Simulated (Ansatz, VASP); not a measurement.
**Two plane-wave programs on Rh**

Contents of INCAR:

```
PREC = Accurate
ENCUT = 520
EDIFF = 1E-6
ISMEAR = 0
SIGMA = 0.1
LREAL = False
LASPH = True
NELM = 100
ALGO = Fast
ISIF = 2
LWAVE = False
LCHARG = True
GGA = PS
LELF = True
LVHAR = True
NBANDS = 14
```

File KPOINTS:

```
regular mesh
0
Gamma
  18 18 18
```

Contents of POSCAR:

```
Rh
1.0
    0.0000000000      1.8708979343      1.8708979343
    1.8708979343      0.0000000000      1.8708979343
    1.8708979343      1.8708979343      0.0000000000
Rh
1
Direct
    0.0000000000      0.0000000000      0.0000000000
```

Input for Ansatz:

```yaml
crystal:
  lattice:
    - [0.0, 1.8708979343, 1.8708979343]
    - [1.8708979343, 0.0, 1.8708979343]
    - [1.8708979343, 1.8708979343, 0.0]
  atoms:
    - { symbol: Rh, position: [0.0, 0.0, 0.0] }
basis:
  ecutwfc: 420
kpoints:
  mp_grid: { grid: [18, 18, 18] }
hamiltonian:
  xc: pbesol
scf:
  occupations: { method: gaussian, width: 0.1 }
output:
  forces: true
  stress: true
  eigenvalues: true
```

Alike in both runs: task single point; functional PBEsol; k mesh 18 × 18 × 18; occupations gaussian, width 0.1 eV; no spin polarisation.

```csv
,VASP,Ansatz
version,VASP 6.6.1,Ansatz 0.2.0
potentials or method,"VASP PAW PBE potentials, release 64 (Rh_pv)","scalar-relativistic, plane waves, PAW"
plane-wave cutoff (eV),520,420
valence electrons in the cell,15,17
```

```tsv
	VASP	Ansatz	Ansatz less VASP
gap on the k mesh at the Fermi level (eV)	none	none	-
pressure (GPa)	9.5	9.7	+0.23
```

A gap of «none» marks a metal or a gap that the smearing closes. The two sets of potentials don't hold the same shells in valence.

Caveats: the PAW data sets were made with another functional, which shifts forces and pressure a little (VASP).
